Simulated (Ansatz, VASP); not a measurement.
**Two plane-wave programs on ZnS**

INCAR

```
ALGO = Normal
EDIFF = 1E-7
ENCUT = 520
GGA = PE
ISIF = 2
ISMEAR = -1
LASPH = T
LCHARG = F
LREAL = F
LWAVE = F
NBANDS = 16
NELM = 100
PREC = Accurate
SIGMA = 0.05
```

The input KPOINTS:

```
k-points
0
Gamma
  9 9 9
```

The input POSCAR:

```
ZnS
1.0
    0.0000000000      2.6468416657      2.6468416657
    2.6468416657      0.0000000000      2.6468416657
    2.6468416657      2.6468416657      0.0000000000
Zn S
1 1
Direct
    0.7500000000      0.7500000000      0.7500000000
    0.0000000000      0.0000000000      0.0000000000
```

File input.yaml:

```yaml
crystal:
  lattice:
    - [0.0, 2.6468416657, 2.6468416657]
    - [2.6468416657, 0.0, 2.6468416657]
    - [2.6468416657, 2.6468416657, 0.0]
  atoms:
    - { symbol: Zn, position: [0.75, 0.75, 0.75] }
    - { symbol: S, position: [0.0, 0.0, 0.0] }
hamiltonian:
  xc: pbe
  pseudopotentials: { kind: paw }
kpoints:
  mp_grid: { grid: [9, 9, 9] }
scf:
  occupations: { method: fermi_dirac, width: 0.05 }
output:
  forces: true
  stress: true
  eigenvalues: true
  write_density: true
  write_potential: true
  elf: true
  volumetric_format: npy
```

Change from the starting cell: volume scaled by 0.94.

Alike in both runs: task single point; functional PBE; k mesh 9 × 9 × 9; occupations fermi-dirac, width 0.05 eV; no spin polarisation.

|  | VASP | Ansatz |
| --- | --- | --- |
| version | VASP 6.6.1 | Ansatz 0.2.0 |
| potentials or method | VASP PAW PBE potentials, release 64 (Zn, S) | Ansatz PAW |
| plane-wave cutoff (eV) | 520 | 420 |
| valence electrons in the cell | 18 | 18 |

Ansatz gave:

| Item | Value |
| --- | --- |
| gap on the k mesh at the Fermi level (eV) | 2.38 |
| least direct gap on the mesh (eV) | 2.38 |
| pressure (GPa) | 7.0 |

Task: Estimate VASP's values.

Result: gap on the k mesh at the Fermi level (eV): 2.39; least direct gap on the mesh (eV): 2.39; pressure (GPa): 7.2.

Caveats: odd divisions of the mesh miss points on the zone boundary, where band edges often lie, so the gap on the mesh can be too wide (Ansatz).
